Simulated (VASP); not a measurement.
# KCl (Sylvite) (Fm-3m) in VASP: a series of runs, part 2 of 2

VASP 6.6.1.

**3. Single point, PBE**

This run uses another cell than the first one, of 33.02 Å³/atom, 1.019 times its volume.

Contents of INCAR:

```
SYSTEM = KCl
  ALGO = Normal
  EDIFF = 1E-6
  ENCUT = 520
  GGA = PE
  ISIF = 2
  ISMEAR = -1
  LASPH = .TRUE.
  LCHARG = .TRUE.
  LELF = .TRUE.
  LREAL = .FALSE.
  LVHAR = .TRUE.
  LWAVE = .FALSE.
  NBANDS = 15
  NELM = 80
  PREC = Accurate
  SIGMA = 0.05
```

Contents of KPOINTS:

```
k-points
0
G
  7 7 7
  0 0 0
```

Contents of POSCAR:

```
KCl
1.0
    0.0000000000      3.2081811574      3.2081811574
    3.2081811574      0.0000000000      3.2081811574
    3.2081811574      3.2081811574      0.0000000000
K Cl
1 1
Direct
    0.0000000000      0.0000000000      0.0000000000
    0.5000000000      0.5000000000      0.5000000000
```

Potentials or basis: VASP PAW PBE potentials, release 64 (K_sv, Cl).

The run is started by

```
cat potpaw_PBE.64/K_sv/POTCAR potpaw_PBE.64/Cl/POTCAR > POTCAR
mpirun -np 1 vasp_std > vasp.out
```

OUTCAR:

```text
SYSTEM = KCl
   EDIFF = 1E-6
   ENCUT = 520
   GGA = PE
   ISIF = 2
   ISMEAR = -1
   LASPH = .TRUE.
   LREAL = .FALSE.
   NELM = 80
   PREC = Accurate

 ion  position               nearest neighbor table
   1  0.000  0.000  0.000-   2 3.21   2 3.21   2 3.21   2 3.21   2 3.21   2 3.21
   2  0.500  0.500  0.500-   1 3.21   1 3.21   1 3.21   1 3.21   1 3.21   1 3.21

  LATTYP: Found a face centered cubic cell.
 ALAT       =     6.4163623148

  Lattice vectors:

 A1 = (   0.0000000000,   3.2081811574,   3.2081811574)
 A2 = (   3.2081811574,   0.0000000000,   3.2081811574)
 A3 = (   3.2081811574,   3.2081811574,   0.0000000000)

Analysis of symmetry for initial positions (statically):
=====================================================================
 Subroutine PRICEL returns:
 Original cell was already a primitive cell.

 Routine SETGRP: Setting up the symmetry group for a
 face centered cubic supercell.

 Subroutine GETGRP returns: Found 48 space group operations
 (whereof 48 operations were pure point group operations)
 out of a pool of 48 trial point group operations.

The static configuration has the point symmetry O_h .

Analysis of symmetry for dynamics (positions and initial velocities):
=====================================================================
 Subroutine PRICEL returns:
 Original cell was already a primitive cell.

 Routine SETGRP: Setting up the symmetry group for a
 face centered cubic supercell.

 Subroutine GETGRP returns: Found 48 space group operations
 (whereof 48 operations were pure point group operations)
 out of a pool of 48 trial point group operations.

The dynamic configuration has the point symmetry O_h .

 Subroutine INISYM returns: Found 48 space group operations
 (whereof 48 operations are pure point group operations),
 and found     1 'primitive' translations

----------------------------------------------------------------------------------------
[... 116 lines left out ...]
   IVDW    =     0    specifies the selected vdW correction
   LEPSILON=     F    determine dielectric tensor
   LRPA    =     F    only Hartree local field effects (RPA)
 non-spin polarized calculation
  energy-cutoff  :      520.00
  volume of cell :       66.04
 maximum number of plane-waves:      1807
 NGX is ok and might be reduce to    36
   NGX = 17   NGY = 17   NGZ = 17

 number of electron      15.9999998 magnetization

 Free energy of the ion-electron system (eV)
  ---------------------------------------------------
  ext. energy  EPLUGINS =         0.00000000
  ---------------------------------------------------
  free energy    TOTEN  =        -6.81049762 eV

  energy without entropy =       -6.81049762  energy(sigma->0) =       -6.81049762

 E-fermi :  -0.9300     XC(G=0):  -7.3042

 val. band max:       -2.0634945518   @ k =   0.0000   0.0000   0.0000
 cond. band min:       2.9284600682   @ k =   0.0000   0.0000   0.0000
 fundamental gap:      4.9919546201
 Fermi energy:        -0.9300080847

 k-point     1 :       0.0000    0.0000    0.0000
  band No.  band energies     occupation
      1     -29.4079      2.00000
      2     -14.1190      2.00000
      3     -12.8674      2.00000
      4     -12.8674      2.00000
      5     -12.8674      2.00000
      6      -2.0635      2.00000
      7      -2.0635      2.00000
      8      -2.0635      2.00000
      9       2.9285      0.00000
     10       6.2778      0.00000
     11       6.2778      0.00000
     12       6.2778      0.00000
     13       7.1229      0.00000
     14       7.1229      0.00000
[... 329 lines left out ...]
      2     -14.1317      2.00000
      3     -12.9500      2.00000
      4     -12.9217      2.00000
      5     -12.7866      2.00000
      6      -2.5923      2.00000
      7      -2.5353      2.00000
      8      -2.3931      2.00000
      9       5.5876      0.00000
     10       6.2357      0.00000
     11       7.1761      0.00000
     12       7.6055      0.00000
     13       9.0978      0.00000
     14       9.1547      0.00000
     15       9.9196      0.00000

------------------------ aborting loop because EDIFF is reached ----------------------------------------

  FORCE on cell =-STRESS in cart. coord.  units (eV):
  Direction    XX          YY          ZZ          XY          YZ          ZX
  --------------------------------------------------------------------------------------
  -------------------------------------------------------------------------------------
  Total       -0.0989737     -0.0989737     -0.0989737     -0.0000000     -0.0000000      0.0000000
  in kB       -2.4011757     -2.4011757     -2.4011757     -0.0000000     -0.0000000      0.0000000
  external PRESSURE =      -2.4011757 kB  Pullay stress =       0.0000000 kB

 VOLUME and BASIS-vectors are now :
 -----------------------------------------------------------------------------
  energy-cutoff  :      520.00
  volume of cell :       66.04
      direct lattice vectors                 reciprocal lattice vectors
     0.000000000  3.208181157  3.208181157    -0.155851548  0.155851548  0.155851548
     3.208181157  0.000000000  3.208181157     0.155851548 -0.155851548  0.155851548
     3.208181157  3.208181157  0.000000000     0.155851548  0.155851548 -0.155851548

 POSITION                                       TOTAL-FORCE (eV/Angst)
 -----------------------------------------------------------------------------------
      0.00000      0.00000      0.00000        -0.000000     -0.000000     -0.000000
      3.20818      3.20818      3.20818         0.000000      0.000000      0.000000
 -----------------------------------------------------------------------------------
    total drift:                                0.000000      0.000000      0.000000

  FREE ENERGIE OF THE ION-ELECTRON SYSTEM (eV)
  ---------------------------------------------------
  free  energy   TOTEN  =        -6.8104976171 eV

  energy  without entropy=       -6.8104976171  energy(sigma->0) =       -6.81049762
```

stdout:

```text
POSCAR found type information on POSCAR K Cl
 POSCAR found :  2 types and       2 ions
 scaLAPACK will be used
 LDA part: xc-table for (Slater+PW92), standard interpolation
 POSCAR, INCAR and KPOINTS ok, starting setup
 FFT: planning ... GRIDC
 FFT: planning ... GRID_SOFT
 FFT: planning ... GRID
 WAVECAR not read
 entering main loop
```

Run time: 26 s. Hardware: 1 thread of Intel Xeon Platinum 8259CL at 2.50GHz (Skylake/Cascade Lake), shared host; peak memory 0.2 GiB.

What came out:

| Property | Result |
| --- | --- |
| Free energy | -6.8105 eV |
| Pressure | -0.2 GPa |
| Band gap on the k mesh | 4.99 eV, direct |

Levels at points of the mesh, in eV from the valence-band top:
```tsv
k point	band 4	band 5	band 6	band 7	band 8	band 9	band 10	band 11	band 12	band 13
(0.00, 0.00, 0.00)	-10.80	-10.80	0.00	0.00	0.00	4.99	8.34	8.34	8.34	9.19
```

**4. Single point, PBE**

This run uses another cell than the first one, of 31.15 Å³/atom, 0.962 times its volume.

Contents of INCAR:

```
SYSTEM = KCl
PREC = Accurate
ENCUT = 520
EDIFF = 1E-7
ISMEAR = -1
SIGMA = 0.05
LREAL = .False.
LASPH = .True.
NELM = 80
ALGO = Normal
ISIF = 2
LWAVE = .False.
LCHARG = .True.
GGA = PE
LELF = .True.
LVHAR = .True.
NBANDS = 15
```

Contents of KPOINTS:

```
regular mesh
0
Gamma
  6 6 6
  0 0 0
```

Contents of POSCAR:

```
KCl
1.0
    0.0000000000      3.1464700000      3.1464700000
    3.1464700000      0.0000000000      3.1464700000
    3.1464700000      3.1464700000      0.0000000000
K Cl
1 1
Direct
    0.0000000000      0.0000000000      0.0000000000
    0.5000000000      0.5000000000      0.5000000000
```

Potentials or basis: VASP PAW PBE potentials, release 64 (K_sv, Cl).

The run is started by

```
cat potpaw_PBE.64/K_sv/POTCAR potpaw_PBE.64/Cl/POTCAR > POTCAR
mpirun -np 1 vasp_std > vasp.out
```

OUTCAR:

```text
SYSTEM = KCl
   PREC = Accurate
   ENCUT = 520
   EDIFF = 1E-7
   ISMEAR = -1
   LREAL = .False.
   LASPH = .True.
   NELM = 80
   ISIF = 2
   GGA = PE

 ion  position               nearest neighbor table
   1  0.000  0.000  0.000-   2 3.15   2 3.15   2 3.15   2 3.15   2 3.15   2 3.15
   2  0.500  0.500  0.500-   1 3.15   1 3.15   1 3.15   1 3.15   1 3.15   1 3.15

  LATTYP: Found a face centered cubic cell.
 ALAT       =     6.2929400000

  Lattice vectors:

 A1 = (   0.0000000000,   3.1464700000,   3.1464700000)
 A2 = (   3.1464700000,   0.0000000000,   3.1464700000)
 A3 = (   3.1464700000,   3.1464700000,   0.0000000000)

Analysis of symmetry for initial positions (statically):
=====================================================================
 Subroutine PRICEL returns:
 Original cell was already a primitive cell.

 Routine SETGRP: Setting up the symmetry group for a
 face centered cubic supercell.

 Subroutine GETGRP returns: Found 48 space group operations
 (whereof 48 operations were pure point group operations)
 out of a pool of 48 trial point group operations.

[... 166 lines left out ...]
      5     -12.5008      2.00000
      6      -1.8420      2.00000
      7      -1.8420      2.00000
      8      -1.8420      2.00000
      9       3.3449      0.00000
     10       6.5386      0.00000
     11       6.5386      0.00000
     12       6.5386      0.00000
     13       7.4152      0.00000
     14       7.4152      0.00000
[... 257 lines left out ...]
      2     -13.9333      2.00000
      3     -12.6209      2.00000
      4     -12.5779      2.00000
      5     -12.4462      2.00000
      6      -2.4138      2.00000
      7      -2.2646      2.00000
      8      -2.2004      2.00000
      9       5.4147      0.00000
     10       7.0858      0.00000
     11       7.2390      0.00000
     12       8.3304      0.00000
     13       9.1070      0.00000
     14       9.8660      0.00000
     15      10.4569      0.00000

------------------------ aborting loop because EDIFF is reached ----------------------------------------

  FORCE on cell =-STRESS in cart. coord.  units (eV):
  Direction    XX          YY          ZZ          XY          YZ          ZX
  --------------------------------------------------------------------------------------
  -------------------------------------------------------------------------------------
  Total        0.3024719      0.3024719      0.3024719      0.0000000     -0.0000000      0.0000000
  in kB        7.7784826      7.7784826      7.7784826      0.0000000     -0.0000000      0.0000000
  external PRESSURE =       7.7784826 kB  Pullay stress =       0.0000000 kB

 VOLUME and BASIS-vectors are now :
 -----------------------------------------------------------------------------
  energy-cutoff  :      520.00
  volume of cell :       62.30
      direct lattice vectors                 reciprocal lattice vectors
     0.000000000  3.146470000  3.146470000    -0.158908237  0.158908237  0.158908237
     3.146470000  0.000000000  3.146470000     0.158908237 -0.158908237  0.158908237
     3.146470000  3.146470000  0.000000000     0.158908237  0.158908237 -0.158908237

 POSITION                                       TOTAL-FORCE (eV/Angst)
 -----------------------------------------------------------------------------------
      0.00000      0.00000      0.00000        -0.000000     -0.000000      0.000000
      3.14647      3.14647      3.14647         0.000000      0.000000     -0.000000
 -----------------------------------------------------------------------------------
    total drift:                                0.000000      0.000000      0.000000

  FREE ENERGIE OF THE ION-ELECTRON SYSTEM (eV)
  ---------------------------------------------------
  free  energy   TOTEN  =        -6.8038548869 eV

  energy  without entropy=       -6.8038548869  energy(sigma->0) =       -6.80385489
```

OSZICAR:

```text
N       E                     dE             d eps       ncg     rms          rms(c)
DAV:   1     0.104317606349E+03    0.10432E+03   -0.68752E+03   480   0.939E+02
DAV:   2    -0.632625465880E+00   -0.10495E+03   -0.96392E+02   609   0.238E+02
DAV:   3    -0.686959567409E+01   -0.62370E+01   -0.61965E+01   669   0.523E+01
DAV:   4    -0.709380400831E+01   -0.22421E+00   -0.22415E+00   724   0.873E+00
DAV:   5    -0.709522060022E+01   -0.14166E-02   -0.14166E-02   669   0.770E-01    0.333E+00
DAV:   6    -0.680519537717E+01    0.29003E+00   -0.41934E-01   592   0.326E+00    0.272E+00
DAV:   7    -0.679036809735E+01    0.14827E-01   -0.10338E-01   641   0.182E+00    0.157E+00
DAV:   8    -0.680252586278E+01   -0.12158E-01   -0.16053E-02   636   0.947E-01    0.178E-01
DAV:   9    -0.680327180706E+01   -0.74594E-03   -0.93605E-04   606   0.191E-01    0.956E-02
DAV:  10    -0.680384674332E+01   -0.57494E-03   -0.59837E-04   536   0.154E-01    0.197E-02
DAV:  11    -0.680385139572E+01   -0.46524E-05   -0.21351E-05   673   0.265E-02    0.539E-03
DAV:  12    -0.680385448319E+01   -0.30875E-05   -0.41898E-06   543   0.144E-02    0.481E-03
DAV:  13    -0.680385473681E+01   -0.25362E-06   -0.44372E-07   671   0.354E-03    0.111E-03
DAV:  14    -0.680385488222E+01   -0.14541E-06   -0.11422E-07   520   0.210E-03    0.335E-04
DAV:  15    -0.680385488695E+01   -0.47330E-08   -0.16469E-09   345   0.283E-04
   1 F= -.68038549E+01 E0= -.68038549E+01  d E =-.360580E-10
```

Run time: 12 s. Hardware: 1 thread of Intel Xeon 6975P-C (Granite Rapids), shared host; peak memory 0.2 GiB.

What came out:

```
Free energy            : -6.8039 eV
Pressure               : 0.8 GPa
Band gap on the k mesh : 5.19 eV, direct
```

**5. Summary**

| cell | k mesh | gap on the mesh (eV) | pressure (GPa) |
| --- | --- | --- | --- |
| a = 4.508 Å, angles 60.0°, 2 atoms | 7 × 7 × 7 | 5.05 | 0.1 |
| a = 4.537 Å, angles 60.0°, 2 atoms | 7 × 7 × 7 | 4.99 | -0.2 |
| a = 4.450 Å, angles 60.0°, 2 atoms | 6 × 6 × 6 | 5.19 | 0.8 |

Alike in all rows: task single point; level PBE; potentials or basis VASP PAW PBE potentials, release 64 (K_sv, Cl); no spin polarisation; cutoff (eV) 520; smearing fermi-dirac 0.05 eV.

Absolute energies hang on the potentials; compare differences alone.

**6. How close it comes**

Step 2. Against the measured gap of KCl, 8.68 eV (a printed reference work, monograph), the calculated 5.05 eV is off by -3.63 eV. The value is that of PBE on a finite k mesh, which can miss the band edges, without temperature or zero-point motion. Semilocal functionals fall short of measured gaps as a rule.

Step 3. Against the measured gap of KCl, 8.68 eV (a printed reference work, monograph), the calculated 4.99 eV is off by -3.69 eV. The value is that of PBE on a finite k mesh, which can miss the band edges, without temperature or zero-point motion. Semilocal functionals fall short of measured gaps as a rule.

Step 4. Against the measured gap of KCl, 8.68 eV (a printed reference work, monograph), the calculated 5.19 eV is off by -3.49 eV. The value is that of PBE, without temperature or zero-point motion. Semilocal functionals fall short of measured gaps as a rule.
